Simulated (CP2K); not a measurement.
Runs of CP2K 2026.2 on Al. Symmetry: Fm-3m, No. 225, cubic system. Conventional cell: a = 4.050 Å, b = 4.050 Å, c = 4.050 Å, α = 90.00°, β = 90.00°, γ = 90.00°. Al (site symmetry m-3m) is surrounded by 12 Al at 2.86 Å. 

```csv
task,level,potentials or basis,cell,smearing,EPS_DEFAULT,NGRIDS,basis sets,potentials,CUTOFF of the grids,gap on the mesh (eV),pressure (GPa),V0 of scaled cells (Å³/atom),B0 (GPa)
equation of state,PBEsol,POTENTIAL_UZH Al GTH-PBE-q3; TZVP-MOLOPT-PBE-GTH basis,as given,fermi-dirac 0.05 eV,1.0E-10,4,Al TZVP-MOLOPT-PBE-GTH-q3,Al GTH-PBE-q3 of POTENTIAL_UZH,450 Ry,-,-,16.47,(a)
equation of state,r2SCAN,POTENTIAL_UZH Al GTH-SCAN-q3; TZVP-MOLOPT-SCAN-GTH basis,as given,fermi-dirac 0.01 eV,1.0E-9,5,Al TZVP-MOLOPT-SCAN-GTH-q3,Al GTH-SCAN-q3 of POTENTIAL_UZH,675 Ry,-,-,(b),87
single point,PBEsol,POTENTIAL_UZH Al GTH-PBE-q3; TZVP-MOLOPT-PBE-GTH basis,as given,fermi-dirac 0.05 eV,1.0E-10,5,Al TZVP-MOLOPT-PBE-GTH-q3,Al GTH-PBE-q3 of POTENTIAL_UZH,450 Ry,none,-0.7,-,-
single point,PBEsol,POTENTIAL_UZH Al GTH-PBE-q3; TZVP-MOLOPT-PBE-GTH basis,cell strained at random at fixed volume,fermi-dirac 0.05 eV,1.0E-10,4,Al TZVP-MOLOPT-PBE-GTH-q3,Al GTH-PBE-q3 of POTENTIAL_UZH,450 Ry,none,-0.5,-,-
```

Alike in all rows: no spin polarisation; k mesh 11 × 11 × 11.

Q: Fill in the values left out.

A: (a) 81; (b) 15.84.

Caveats: the basis of atomic orbitals isn't converged, which shifts pressures, moduli and gaps; the potentials were made for another functional, which shifts forces and pressure (some runs).

A gap of «none» marks a metal or a gap under the smearing width.
